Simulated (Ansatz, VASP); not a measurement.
## BAs: VASP beside Ansatz

```
CELL_PARAMETERS angstrom
0.00000 2.38394 2.38394
2.38394 0.00000 2.38394
2.38394 2.38394 0.00000
ATOMIC_POSITIONS crystal
B 0.00000 0.00000 0.00000
As 0.75000 0.75000 0.75000
```

Alike in both runs: functional PBEsol; k mesh 10 × 10 × 10; occupations gaussian, width 0.02 eV; no spin polarisation.

Ansatz relaxed the structure, and its values are those at the end. VASP's run is a single point on that final structure, the one shown.

|  | VASP | Ansatz |
| --- | --- | --- |
| version | VASP 6.6.1 | Ansatz 0.2.0 |
| potentials or method | VASP PAW PBE potentials, release 64 (B, As) | scalar-relativistic, plane waves, PAW |
| plane-wave cutoff (eV) | 520 | 420 |
| valence electrons in the cell | 8 | 18 |

VASP gave:

```
gap on the k mesh at the Fermi level (eV) : 1.07
least direct gap on the mesh (eV)         : 3.25
pressure (GPa)                            : 0.9
```

Estimate Ansatz's values.

gap on the k mesh at the Fermi level (eV): 1.08; least direct gap on the mesh (eV): 3.25; pressure (GPa): 0.0.

The functional is the same, so the differences come from potentials, cutoffs and numerics. The two sets of potentials don't hold the same shells in valence.

Caveats: the PAW data sets were made with another functional, which shifts forces and pressure a little (VASP). A k mesh can miss the band edges.
